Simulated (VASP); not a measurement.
# Ag2O (Pn-3m) in VASP: a series of runs

The runs below take Ag2O through single point, with LDA.

Everything below comes from runs of VASP 6.6.1. Logs are shortened: lines on timing, memory, paths and dates and some standing lists are left out, and cuts for length are marked.

### 1 The structure

It takes space group Pn-3m (No. 224, cubic). The conventional cell has a = 4.780 Å, b = 4.780 Å, c = 4.780 Å, α = 90.00°, β = 90.00°, γ = 90.00°. Ag (site symmetry -3m) has 2 O at 2.07 Å as nearest neighbours. Around O (site symmetry -43m) lie 4 Ag at 2.07 Å.

### 2 Single point, LDA

Contents of INCAR:

```
PREC = Accurate
ENCUT = 520
EDIFF = 1E-6
ISMEAR = 0
SIGMA = 0.01
LREAL = F
LASPH = T
NELM = 100
ALGO = Normal
ISIF = 2
LWAVE = F
LCHARG = F
NBANDS = 37
```

Contents of KPOINTS:

```
Automatic mesh
0
Gamma
  4 4 4
```

Contents of POSCAR:

```
Ag2O
1.0
    4.7800860672      0.0000000000      0.0000000000
    0.0000000000      4.7800860672      0.0000000000
    0.0000000000      0.0000000000      4.7800860672
Ag O
4 2
Direct
    0.2500000000      0.2500000000      0.2500000000
    0.2500000000      0.7500000000      0.7500000000
    0.7500000000      0.7500000000      0.2500000000
    0.7500000000      0.2500000000      0.7500000000
    0.0000000000      0.0000000000      0.0000000000
    0.5000000000      0.5000000000      0.5000000000
```

Potentials or basis: VASP PAW LDA potentials, release 64 (Ag, O).

Command:

```
> cat potpaw_LDA.64/Ag/POTCAR potpaw_LDA.64/O/POTCAR > POTCAR
> mpirun -np 1 vasp_std > vasp.out
```

OUTCAR:

```text
PREC = Accurate
   ENCUT = 520
   EDIFF = 1E-6
   ISMEAR = 0
   LREAL = F
   LASPH = T
   NELM = 100
   ISIF = 2

 ion  position               nearest neighbor table
   1  0.250  0.250  0.250-   5 2.07   6 2.07   4 3.38   2 3.38   3 3.38   2 3.38   4 3.38   2 3.38
                             3 3.38   2 3.38   3 3.38   4 3.38   4 3.38   3 3.38
   2  0.250  0.750  0.750-   5 2.07   6 2.07   4 3.38   1 3.38   3 3.38   1 3.38   3 3.38   1 3.38
                             4 3.38   1 3.38   3 3.38   4 3.38   3 3.38   4 3.38
   3  0.750  0.750  0.250-   5 2.07   6 2.07   4 3.38   1 3.38   2 3.38   2 3.38   4 3.38   1 3.38
                             4 3.38   4 3.38   1 3.38   2 3.38   2 3.38   1 3.38
   4  0.750  0.250  0.750-   5 2.07   6 2.07   3 3.38   1 3.38   2 3.38   1 3.38   3 3.38   2 3.38
                             3 3.38   3 3.38   1 3.38   2 3.38   1 3.38   2 3.38
   5  0.000  0.000  0.000-   1 2.07   2 2.07   3 2.07   4 2.07
   6  0.500  0.500  0.500-   1 2.07   2 2.07   3 2.07   4 2.07

  LATTYP: Found a simple cubic cell.
 ALAT       =     4.7800860672

  Lattice vectors:

 A1 = (   4.7800860672,   0.0000000000,   0.0000000000)
 A2 = (   0.0000000000,   4.7800860672,   0.0000000000)
 A3 = (   0.0000000000,   0.0000000000,   4.7800860672)

Analysis of symmetry for initial positions (statically):
=====================================================================
 Subroutine PRICEL returns:
 Original cell was already a primitive cell.

 Routine SETGRP: Setting up the symmetry group for a
 simple cubic supercell.

 Subroutine GETGRP returns: Found 48 space group operations
 (whereof 24 operations were pure point group operations)
 out of a pool of 48 trial point group operations.

The static configuration has the point symmetry T_d .
 The point group associated with its full space group is O_h .

Analysis of symmetry for dynamics (positions and initial velocities):
=====================================================================
 Subroutine PRICEL returns:
 Original cell was already a primitive cell.

 Routine SETGRP: Setting up the symmetry group for a
 simple cubic supercell.

 Subroutine GETGRP returns: Found 48 space group operations
 (whereof 24 operations were pure point group operations)
 out of a pool of 48 trial point group operations.

The dynamic configuration has the point symmetry T_d .
 The point group associated with its full space group is O_h .

 Subroutine INISYM returns: Found 48 space group operations
 (whereof 24 operations are pure point group operations),
 and found     1 'primitive' translations

----------------------------------------------------------------------------------------

                                     Primitive cell

  volume of cell :     109.2213

  direct lattice vectors                    reciprocal lattice vectors
     4.780086067  0.000000000  0.000000000     0.209201254  0.000000000  0.000000000
     0.000000000  4.780086067  0.000000000     0.000000000  0.209201254  0.000000000
     0.000000000  0.000000000  4.780086067     0.000000000  0.000000000  0.209201254

  length of vectors
     4.780086067  4.780086067  4.780086067     0.209201254  0.209201254  0.209201254

  position of ions in fractional coordinates (direct lattice)
     0.250000000  0.250000000  0.250000000
     0.250000000  0.750000000  0.750000000
     0.750000000  0.750000000  0.250000000
     0.750000000  0.250000000  0.750000000
     0.000000000  0.000000000  0.000000000
     0.500000000  0.500000000  0.500000000

  ion indices of the primitive-cell ions
   primitive index   ion index
                 1           1
                 2           2
                 3           3
                 4           4
                 5           5
                 6           6

----------------------------------------------------------------------------------------

 KPOINTS: Automatic mesh

Automatic generation of k-mesh.
 Grid dimensions read from file:
 generate k-points for:    4    4    4

 Generating k-lattice:

  Cartesian coordinates                     Fractional coordinates (reciprocal lattice)
     0.052300314  0.000000000  0.000000000     0.250000000  0.000000000  0.000000000
     0.000000000  0.052300314  0.000000000     0.000000000  0.250000000  0.000000000
     0.000000000  0.000000000  0.052300314     0.000000000  0.000000000  0.250000000

  Length of vectors
     0.052300314  0.052300314  0.052300314

  Shift w.r.t. Gamma in fractional coordinates (k-lattice)
     0.000000000  0.000000000  0.000000000

 Subroutine IBZKPT returns following result:
 ===========================================

 Found     10 irreducible k-points:

 Following reciprocal coordinates:
            Coordinates               Weight
  0.000000  0.000000  0.000000      1.000000
  0.250000  0.000000  0.000000      6.000000
  0.500000  0.000000  0.000000      3.000000
  0.250000  0.250000  0.000000     12.000000
  0.500000  0.250000  0.000000     12.000000
  0.500000  0.500000  0.000000      3.000000
  0.250000  0.250000  0.250000      8.000000
  0.500000  0.250000  0.250000     12.000000
  0.500000  0.500000  0.250000      6.000000
  0.500000  0.500000  0.500000      1.000000
   k-points           NKPTS =     10   k-points in BZ     NKDIM =     10   number of bands    NBANDS=     37
   number of dos      NEDOS =    301   number of ions     NIONS =      6
   total plane-waves  NPLWV =  46656
   dimension x,y,z NGX =    36 NGY =   36 NGZ =   36
   dimension x,y,z NGXF=    72 NGYF=   72 NGZF=   72
   ions per type =               4   2
   NGX,Y,Z   is equivalent  to a cutoff of  12.52, 12.52, 12.52 a.u.
   NGXF,Y,Z  is equivalent  to a cutoff of  25.04, 25.04, 25.04 a.u.
 SYSTEM =  unknown system
   PREC   = accura    normal or accurate (medium, high low for compatibility)
   ISTART =      0    job   : 0-new  1-cont  2-samecut
   ICHARG =      2    charge: 1-file 2-atom 10-const
   ISPIN  =      1    spin polarized calculation?
   LNONCOLLINEAR =      F non collinear calculations
   LSORBIT =      F    spin-orbit coupling
   LASPH  =      T    aspherical Exc in radial PAW
   ENCUT  =  520.0 eV  38.22 Ry    6.18 a.u.   8.89  8.89  8.89*2*pi/ulx,y,z
   NELM   =    100;   NELMIN=  2; NELMDL= -5     # of ELM steps
   EDIFF  = 0.1E-05   stopping-criterion for ELM
   LREAL  =      F    real-space projection
   EDIFFG = 0.1E-04   stopping-criterion for IOM
   NSW    =      0    number of steps for IOM
   IBRION =     -1    ionic relax: 0-MD 1-quasi-New 2-CG
   NFREE  =      0    steps in history (QN), initial steepest desc. (CG)
   ISIF   =      2    stress and relaxation
   ISYM   =      2    0-nonsym 1-usesym 2-fastsym
   POTIM  = 0.5000    time-step for ionic-motion
   TEBEG  =    0.0;   TEEND  =   0.0 temperature during run
   PSTRESS=    0.0 pullay stress
   NELECT =      56.0000    total number of electrons
   NUPDOWN=      -1.0000    fix difference up-down
   EMIN   =  10.00;   EMAX   =-10.00  energy-range for DOS
   EFERMI =   0.00;   METHOD = LEGACY
   ISMEAR =     0;   SIGMA  =   0.01  broadening in eV -4-tet -1-fermi 0-gaus
   EFERMI_NEDOS =   21; number of points for ismear=-14 and -15
   IALGO  =     38    algorithm
   IMIX   =      4    mixing-type and parameters
     AMIX     =   0.40;   BMIX     =  1.00
     AMIX_MAG =   1.60;   BMIX_MAG =  1.00
  volume/ion in A,a.u.               =      18.20       122.84
  Fermi-wavevector in a.u.,A,eV,Ry     =   1.310293  2.476095 23.359408  1.716868
  Thomas-Fermi vector in A             =   2.440833
   LORBIT       =      0    0 simple, 1 ext, 2 COOP (PROOUT), +10 PAW based schemes
   GGA     = CA    functional components
   LHFCALC =     F    Hartree Fock is set to
   AEXX    =    0.0000 exact exchange contribution
   IVDW    =     0    specifies the selected vdW correction
   LEPSILON=     F    determine dielectric tensor
   LRPA    =     F    only Hartree local field effects (RPA)
 non-spin polarized calculation
 Gauss-broadening in eV      SIGMA  =   0.01
  energy-cutoff  :      520.00
  volume of cell :      109.22
 maximum number of plane-waves:      3016
 NGX is ok and might be reduce to    36
   NGX = 17   NGY = 17   NGZ = 17

 number of electron      55.9999973 magnetization

 Free energy of the ion-electron system (eV)
  ---------------------------------------------------
  ext. energy  EPLUGINS =         0.00000000
  ---------------------------------------------------
  free energy    TOTEN  =       -26.44771550 eV

  energy without entropy =      -26.44747447  energy(sigma->0) =      -26.44759499

 E-fermi :   3.9052     XC(G=0): -10.8137

 val. band max:        3.9022001932   @ k =   0.0000   0.0000   0.0000
 cond. band min:       4.5398176299   @ k =   0.2500   0.0000   0.0000
 fundamental gap:      0.6376174367
 Fermi energy:         3.9052458906

 k-point     1 :       0.0000    0.0000    0.0000
  band No.  band energies     occupation
      1     -14.4158      2.00000
      2     -13.7602      2.00000
      3      -2.7138      2.00000
      4      -2.7138      2.00000
      5      -2.7138      2.00000
      6      -0.5440      2.00000
[... 29 lines left out ...]
     36      12.4294      0.00000
     37      12.4294      0.00000

 k-point     2 :       0.2500    0.0000    0.0000
  band No.  band energies     occupation
      1     -14.3241      2.00000
      2     -13.8610      2.00000
      3      -2.5202      2.00000
      4      -2.5202      2.00000
      5      -2.4344      2.00000
      6      -0.7041      2.00000
[... 29 lines left out ...]
     36      11.8345      0.00000
     37      11.8345      0.00000

 k-point     3 :       0.5000    0.0000    0.0000
  band No.  band energies     occupation
      1     -14.0971      2.00000
      2     -14.0971      2.00000
      3      -2.2087      2.00000
      4      -2.2087      2.00000
      5      -1.6781      2.00000
      6      -1.6781      2.00000
[... 29 lines left out ...]
     36      11.4028      0.00000
     37      12.2233      0.00000

 k-point     4 :       0.2500    0.2500    0.0000
  band No.  band energies     occupation
      1     -14.2569      2.00000
      2     -13.9295      2.00000
      3      -2.5596      2.00000
      4      -2.3873      2.00000
      5      -2.0236      2.00000
      6      -1.2925      2.00000
[... 29 lines left out ...]
     36      12.2243      0.00000
     37      12.8838      0.00000

 k-point     5 :       0.5000    0.2500    0.0000
  band No.  band energies     occupation
      1     -14.0940      2.00000
      2     -14.0940      2.00000
      3      -2.3175      2.00000
      4      -2.3175      2.00000
      5      -1.6414      2.00000
      6      -1.6414      2.00000
[... 29 lines left out ...]
     36      11.0425      0.00000
     37      14.2955      0.00000

 k-point     6 :       0.5000    0.5000    0.0000
  band No.  band energies     occupation
      1     -14.0909      2.00000
      2     -14.0909      2.00000
      3      -2.3898      2.00000
      4      -2.3898      2.00000
      5      -1.6490      2.00000
      6      -1.6490      2.00000
[... 29 lines left out ...]
     36      11.9074      0.00000
     37      13.4030      0.00000

 k-point     7 :       0.2500    0.2500    0.2500
  band No.  band energies     occupation
      1     -14.2439      2.00000
      2     -13.9379      2.00000
      3      -2.4843      2.00000
      4      -2.4843      2.00000
      5      -1.7588      2.00000
      6      -1.6119      2.00000
[... 29 lines left out ...]
     36      12.8827      0.00000
     37      12.8827      0.00000

 k-point     8 :       0.5000    0.2500    0.2500
  band No.  band energies     occupation
      1     -14.2300      2.00000
      2     -13.9470      2.00000
      3      -2.4236      2.00000
      4      -2.4006      2.00000
      5      -2.1229      2.00000
      6      -1.1083      2.00000
[... 29 lines left out ...]
     36      12.3975      0.00000
     37      13.3040      0.00000

 k-point     9 :       0.5000    0.5000    0.2500
  band No.  band energies     occupation
      1     -14.2834      2.00000
      2     -13.8824      2.00000
      3      -2.4951      2.00000
      4      -2.4951      2.00000
      5      -2.3099      2.00000
      6      -0.8269      2.00000
[... 29 lines left out ...]
     36      11.2952      0.00000
     37      14.6390      0.00000

 k-point    10 :       0.5000    0.5000    0.5000
  band No.  band energies     occupation
      1     -14.3594      2.00000
      2     -13.7909      2.00000
      3      -2.5804      2.00000
      4      -2.5804      2.00000
      5      -2.5804      2.00000
      6      -0.1654      2.00000
[... 29 lines left out ...]
     36       9.7433      0.00000
     37      16.3926      0.00000

------------------------ aborting loop because EDIFF is reached ----------------------------------------

  FORCE on cell =-STRESS in cart. coord.  units (eV):
  Direction    XX          YY          ZZ          XY          YZ          ZX
  --------------------------------------------------------------------------------------
  -------------------------------------------------------------------------------------
  Total       -4.9445917     -4.9445917     -4.9445917      0.0000000      0.0000000      0.0000000
  in kB      -72.5327047    -72.5327047    -72.5327047      0.0000000      0.0000000      0.0000000
  external PRESSURE =     -72.5327047 kB  Pullay stress =       0.0000000 kB

 VOLUME and BASIS-vectors are now :
 -----------------------------------------------------------------------------
  energy-cutoff  :      520.00
  volume of cell :      109.22
      direct lattice vectors                 reciprocal lattice vectors
     4.780086067  0.000000000  0.000000000     0.209201254  0.000000000  0.000000000
     0.000000000  4.780086067  0.000000000     0.000000000  0.209201254  0.000000000
     0.000000000  0.000000000  4.780086067     0.000000000  0.000000000  0.209201254

 POSITION                                       TOTAL-FORCE (eV/Angst)
 -----------------------------------------------------------------------------------
      1.19502      1.19502      1.19502        -0.000000     -0.000000     -0.000000
      1.19502      3.58506      3.58506        -0.000000      0.000000      0.000000
      3.58506      3.58506      1.19502        -0.000000     -0.000000      0.000000
      3.58506      1.19502      3.58506         0.000000      0.000000     -0.000000
      0.00000      0.00000      0.00000         0.000000     -0.000000     -0.000000
      2.39004      2.39004      2.39004         0.000000     -0.000000     -0.000000
 -----------------------------------------------------------------------------------
    total drift:                                0.000000      0.000000      0.000000

  FREE ENERGIE OF THE ION-ELECTRON SYSTEM (eV)
  ---------------------------------------------------
  free  energy   TOTEN  =       -26.4477155049 eV

  energy  without entropy=      -26.4474744700  energy(sigma->0) =      -26.44759499
```

Run time: 14 s. Hardware: 1 thread of Intel Xeon 6975P-C (Granite Rapids), shared host; peak memory 0.18 GiB.

What came out:

* Free energy: -26.4477 eV
* Pressure: -7.3 GPa
* Band gap on the k mesh: none (metal or under the smearing width)

Levels at points of the mesh, in eV from the Fermi level:
```tsv
k point	band 24	band 25	band 26	band 27	band 28	band 29	band 30	band 31	band 32	band 33
(0.00, 0.00, 0.00)	-2.51	-2.51	-0.05	0.00	0.00	0.00	2.04	2.04	6.98	6.98
(0.50, 0.00, 0.00)	-2.53	-1.54	-1.54	-0.46	-0.46	1.99	1.99	4.67	4.67	6.66
(0.50, 0.50, 0.00)	-1.91	-1.56	-1.56	-0.79	-0.79	2.03	2.03	3.64	3.64	6.58
(0.50, 0.50, 0.50)	-2.59	-1.72	-0.67	-0.67	-0.67	2.56	2.56	2.56	4.69	4.69
```

### 3 Single point, LDA

This run uses another cell than the first one, of 16.63 Å³/atom, 0.913 times its volume.

Contents of INCAR:

```
PREC = Accurate ; ENCUT = 520
EDIFF = 1E-7 ; ISMEAR = 0
SIGMA = 0.01 ; LREAL = F
LASPH = T ; NELM = 100
ALGO = Fast ; ISIF = 2
LWAVE = F ; LCHARG = T
GGA = CA ; LELF = T
LVHAR = T ; NBANDS = 37
```

KPOINTS is that of step 2.

POSCAR, as its differences from that of step 2:

```diff
@@ -2,5 +2,5 @@
 1.0
-    4.7800860672      0.0000000000      0.0000000000
-    0.0000000000      4.7800860672      0.0000000000
-    0.0000000000      0.0000000000      4.7800860672
+    4.6380184470      0.0000000000      0.0000000000
+    0.0000000000      4.6380184470      0.0000000000
+    0.0000000000      0.0000000000      4.6380184470
 Ag O
```

Potentials or basis: VASP PAW LDA potentials, release 64 (Ag, O).

Command:

```
> cat potpaw_LDA.64/Ag/POTCAR potpaw_LDA.64/O/POTCAR > POTCAR
> mpirun -np 1 vasp_std > vasp.out
```

Run time: 24 s. Hardware: 1 thread of Intel Xeon 6975P-C (Granite Rapids), shared host; peak memory 0.18 GiB.

Results (log left out):

```
Free energy            : -26.6728 eV
Pressure               : 0.1 GPa
Band gap on the k mesh : 0.11 eV, direct
```

Levels at points of the mesh, in eV from the valence-band top:
| k point | band 24 | band 25 | band 26 | band 27 | band 28 | band 29 | band 30 | band 31 | band 32 | band 33 |
| --- | --- | --- | --- | --- | --- | --- | --- | --- | --- | --- |
| (0.00, 0.00, 0.00) | -2.76 | -2.76 | 0.00 | 0.00 | 0.00 | 0.11 | 1.68 | 1.68 | 7.42 | 7.42 |
| (0.50, 0.00, 0.00) | -2.90 | -1.76 | -1.76 | -0.53 | -0.53 | 2.12 | 2.12 | 4.60 | 4.60 | 7.02 |
| (0.50, 0.50, 0.00) | -2.16 | -1.78 | -1.78 | -0.91 | -0.91 | 2.00 | 2.00 | 3.72 | 3.72 | 6.76 |
| (0.50, 0.50, 0.50) | -2.85 | -1.76 | -0.75 | -0.75 | -0.75 | 2.28 | 2.28 | 2.28 | 4.95 | 4.95 |
